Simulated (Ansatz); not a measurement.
# C: the cost of one run

Computed with Ansatz 0.2.0 (DFT PBE, scalar-relativistic, plane waves, PAW, unless a step's input says otherwise).

## (1) The starting structure

The structure is orthorhombic, space group Fmmm (No. 69). The conventional cell has a = 3.763 Å, b = 4.602 Å, c = 4.653 Å, α = 90.00°, β = 90.00°, γ = 90.00°. C (site symmetry 222) is surrounded by 6 C at 1.88 to 1.89 Å. Around C (site symmetry mmm) lie 8 C at 1.89 Å.

Coordinates:

```xyz
3
Lattice="0.0000 2.3008 2.3265 1.8813 0.0000 2.3265 1.8813 2.3008 0.0000" Properties=species:S:1:pos:R:3 pbc="T T T"
C     0.9406    1.1504    1.1632
C     2.8219    3.4512    3.4897
C     1.8813    2.3008    2.3265
```

Recipe of the guess: random cell by space group and Wyckoff sites (Fmmm, No. 69). Its size is a rough estimate.

## (2) Probe: one point on a coarse mesh

input.yaml reads:

```yaml
crystal:
  lattice:
    - [0.0, 2.3007846, 2.32649465]
    - [1.88127663, 0.0, 2.32649465]
    - [1.88127663, 2.3007846, 0.0]
  atoms:
    - { symbol: C, position: [0.25, 0.25, 0.25] }
    - { symbol: C, position: [0.75, 0.75, 0.75] }
    - { symbol: C, position: [0.5, 0.5, 0.5] }
basis:
  ecutwfc: 420
kpoints:
  mp_grid: { grid: [8, 8, 8] }
hamiltonian:
  xc: pbe
scf:
  occupations: { method: gaussian, width: 0.1 }
  lower_state_search: "off"
output:
  forces: true
  stress: true
  eigenvalues: true
```

On the command line:

```bash
$ ansatz run input.yaml --threads 1 --pin off --max-ram 2560MiB --backend cpu --events-out ev --progress --plain --runs-dir out
```

**Question.** How long does this run take on 1 thread of Arm Neoverse N1, shared host, and how much memory does it need?

About 2.1 s, with a peak of 0.27 GiB.
